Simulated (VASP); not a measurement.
# Ta (Fd-3m) in VASP: notebook, part 2 of 2

VASP 6.6.1. The steps go on from the part before.

## 5. Single point, LDA

INCAR

```
SYSTEM = Ta
PREC = Accurate ; ENCUT = 520
EDIFF = 1E-6 ; ISMEAR = -1
SIGMA = 0.1 ; LREAL = .False.
LASPH = .True. ; NELM = 80
ALGO = Normal ; ISIF = 2
LWAVE = .False. ; LCHARG = .False.
GGA = CA ; NBANDS = 18
```

KPOINTS

```
Automatic mesh
0
Gamma
  10 10 10
  0 0 0
```

POSCAR

```
Ta
1.0
    0.0000000000      2.9669587112      2.9669587112
    2.9669587112      0.0000000000      2.9669587112
    2.9669587112      2.9669587112      0.0000000000
Ta
2
Direct
    0.1250000000      0.1250000000      0.1250000000
    0.8750000000      0.8750000000      0.8750000000
```

Potentials or basis: VASP PAW LDA potentials, release 64 (Ta_pv).

The run is started by

```console
$ cat potpaw_LDA.64/Ta_pv/POTCAR > POTCAR
$ mpirun -np 1 vasp_std > vasp.out
```

OUTCAR:

```text
SYSTEM = Ta
   PREC = Accurate
   ENCUT = 520
   EDIFF = 1E-6
   ISMEAR = -1
   LREAL = .False.
   LASPH = .True.
   NELM = 80
   ISIF = 2
   GGA = CA

 ion  position               nearest neighbor table
   1  0.125  0.125  0.125-   2 2.57   2 2.57   2 2.57   2 2.57
   2  0.875  0.875  0.875-   1 2.57   1 2.57   1 2.57   1 2.57

  LATTYP: Found a face centered cubic cell.
 ALAT       =     5.9339174224

  Lattice vectors:

 A1 = (   0.0000000000,   2.9669587112,   2.9669587112)
 A2 = (   2.9669587112,   0.0000000000,   2.9669587112)
 A3 = (   2.9669587112,   2.9669587112,   0.0000000000)

Analysis of symmetry for initial positions (statically):
=====================================================================
 Subroutine PRICEL returns:
 Original cell was already a primitive cell.

 Routine SETGRP: Setting up the symmetry group for a
 face centered cubic supercell.

 Subroutine GETGRP returns: Found 48 space group operations
 (whereof 12 operations were pure point group operations)
[... 162 lines left out ...]
  free energy    TOTEN  =       -19.73895279 eV

  energy without entropy =      -19.61516514  energy(sigma->0) =      -19.67705897

 E-fermi :   2.3577     XC(G=0): -10.5830

 val. band max:        2.3567353160   @ k =   0.5000   0.2000   0.0000
 cond. band min:       2.3689394349   @ k =  -0.4000   0.1000   0.0000
 fundamental gap:      0.0122041189
 Fermi energy:         2.3577124848

 k-point     1 :       0.0000    0.0000    0.0000
  band No.  band energies     occupation
      1     -31.6269      2.00000
      2     -31.6269      2.00000
      3     -31.6269      2.00000
      4     -30.6165      2.00000
      5     -30.6165      2.00000
      6     -30.6165      2.00000
[... 481 lines left out ...]
      5     -30.4158      2.00000
      6     -30.4080      2.00000
[... 10 lines left out ...]
     17       8.6695      0.00000
     18       9.3825      0.00000

 [... further k-points ...]

------------------------ aborting loop because EDIFF is reached ----------------------------------------

  FORCE on cell =-STRESS in cart. coord.  units (eV):
  Direction    XX          YY          ZZ          XY          YZ          ZX
  --------------------------------------------------------------------------------------
  -------------------------------------------------------------------------------------
  Total        0.0855545      0.0855545      0.0855545      0.0000000     -0.0000000      0.0000000
  in kB        2.6241518      2.6241518      2.6241518      0.0000000     -0.0000000      0.0000000
  external PRESSURE =       2.6241518 kB  Pullay stress =       0.0000000 kB

 VOLUME and BASIS-vectors are now :
 -----------------------------------------------------------------------------
  energy-cutoff  :      520.00
  volume of cell :       52.24
      direct lattice vectors                 reciprocal lattice vectors
     0.000000000  2.966958711  2.966958711    -0.168522736  0.168522736  0.168522736
     2.966958711  0.000000000  2.966958711     0.168522736 -0.168522736  0.168522736
     2.966958711  2.966958711  0.000000000     0.168522736  0.168522736 -0.168522736

 POSITION                                       TOTAL-FORCE (eV/Angst)
 -----------------------------------------------------------------------------------
      0.74174      0.74174      0.74174        -0.000000      0.000000      0.000000
      5.19218      5.19218      5.19218         0.000000     -0.000000     -0.000000
 -----------------------------------------------------------------------------------
    total drift:                                0.000000      0.000000     -0.000000

  FREE ENERGIE OF THE ION-ELECTRON SYSTEM (eV)
  ---------------------------------------------------
  free  energy   TOTEN  =       -19.7389527940 eV

  energy  without entropy=      -19.6151651414  energy(sigma->0) =      -19.67705897
```

OSZICAR:

```text
N       E                     dE             d eps       ncg     rms          rms(c)
DAV:   1     0.170894110108E+03    0.17089E+03   -0.12498E+04  1692   0.118E+03
DAV:   2    -0.153830229573E+02   -0.18628E+03   -0.18287E+03  2040   0.334E+02
DAV:   3    -0.200234354458E+02   -0.46404E+01   -0.45043E+01  2106   0.486E+01
DAV:   4    -0.200800380774E+02   -0.56603E-01   -0.56360E-01  2046   0.524E+00
DAV:   5    -0.200806289929E+02   -0.59092E-03   -0.59079E-03  2062   0.534E-01    0.139E+01
DAV:   6    -0.198233791725E+02    0.25725E+00   -0.31228E-01  2180   0.413E+00    0.731E+00
DAV:   7    -0.197429948547E+02    0.80384E-01   -0.15497E-01  2152   0.320E+00    0.843E-01
DAV:   8    -0.197389330312E+02    0.40618E-02   -0.12323E-02  1882   0.667E-01    0.890E-02
DAV:   9    -0.197389501354E+02   -0.17104E-04   -0.20907E-04  1992   0.963E-02    0.399E-02
DAV:  10    -0.197389530874E+02   -0.29519E-05   -0.12435E-05  2080   0.309E-02    0.610E-03
DAV:  11    -0.197389527940E+02    0.29334E-06   -0.50071E-07  1066   0.578E-03
   1 F= -.19738953E+02 E0= -.19677059E+02  d E =-.123788E+00
```

It took 9.9 s on 1 thread of Intel Xeon 6975P-C (Granite Rapids), shared host; peak memory 0.17 GiB.

What came out:

| Quantity | Value |
| --- | --- |
| Free energy | -19.7390 eV |
| Pressure | 0.3 GPa |
| Band gap on the k mesh | none (metal or under the smearing width) |

The run has no spin-orbit coupling, so splittings on Ta are missing.

## 6. Overview

```csv
cell,k mesh,gap on the mesh (eV),pressure (GPa)
"Fd-3m, 26.12 Å³/atom",15 × 15 × 15,none,0.3
"Fd-3m, 24.03 Å³/atom",10 × 10 × 10,none,8.0
"Fd-3m, 28.21 Å³/atom",10 × 10 × 10,none,-5.2
"Fd-3m, 26.12 Å³/atom",10 × 10 × 10,none,0.3
```

Alike in all rows: task single point; level LDA; potentials or basis VASP PAW LDA potentials, release 64 (Ta_pv); no spin polarisation; cutoff (eV) 520; smearing fermi-dirac 0.1 eV.

Every run on the cell as given and a fine mesh finds a metal.

Absolute energies hang on the potentials; compare differences alone.
